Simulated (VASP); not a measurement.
Write the native input for VASP 6.6.1 that does the following.

* Task: relaxation of the atoms
* Functional: PBEsol
* Potentials or basis: VASP PAW PBE potentials, release 64 (Pb_d, Se)
* Cutoff: 600 eV
* k mesh: 8 × 8 × 8
* Occupations: gaussian, width 0.03 eV
* Spin: no spin polarisation
* Further INCAR settings: ALGO = Fast; EDIFF = 1e-07; IBRION = 2; EDIFFG = -0.01; NSW = 40

The structure of PbSe (Clausthalite) lies in POSCAR:

```
PbSe                                    
1.0
    0.0000000000      3.0921521037      3.0921521037
    3.0921521037      0.0000000000      3.0921521037
    3.0921521037      3.0921521037      0.0000000000
  Pb              Se            
     1     1
Direct
     0.0000000000000000    0.0000000000000000    0.0000000000000000
     0.5000000000000000    0.5000000000000000    0.5000000000000000
```

The cell isn't the ideal one: a relaxed cell with its volume scaled by 1.04.

One way to write it, as run:

INCAR

```
ALGO = Fast
EDIFF = 1E-7
EDIFFG = -0.01
ENCUT = 600
GGA = PS
IBRION = 2
ISIF = 2
ISMEAR = 0
LASPH = True
LCHARG = False
LREAL = False
LWAVE = False
NELM = 80
NSW = 40
PREC = Accurate
SIGMA = 0.03
```

KPOINTS

```
k-points
0
Gamma
  8 8 8
```

Potentials or basis: VASP PAW PBE potentials, release 64 (Pb_d, Se).

Launch:

```sh
$ cat potpaw_PBE.64/Pb_d/POTCAR potpaw_PBE.64/Se/POTCAR > POTCAR
$ mpirun -np 1 vasp_std > vasp.out
```

It gave:

```json
{
  "Pressure after relaxing": "-1.9 GPa",
  "Band gap on the k mesh": "0.30 eV, direct"
}
```

Caveat: the relaxation stopped at its first step, so nothing moved; the PAW data sets were made with another functional, which shifts forces and pressure a little; spin-orbit coupling is left out, which as a rule narrows the gap of such compounds by several tenths of an eV.

It took 22 s on 1 thread of AMD EPYC 9R45 96-Core Processor (Zen 5), with other jobs on the host, peak memory 0.19 GiB.
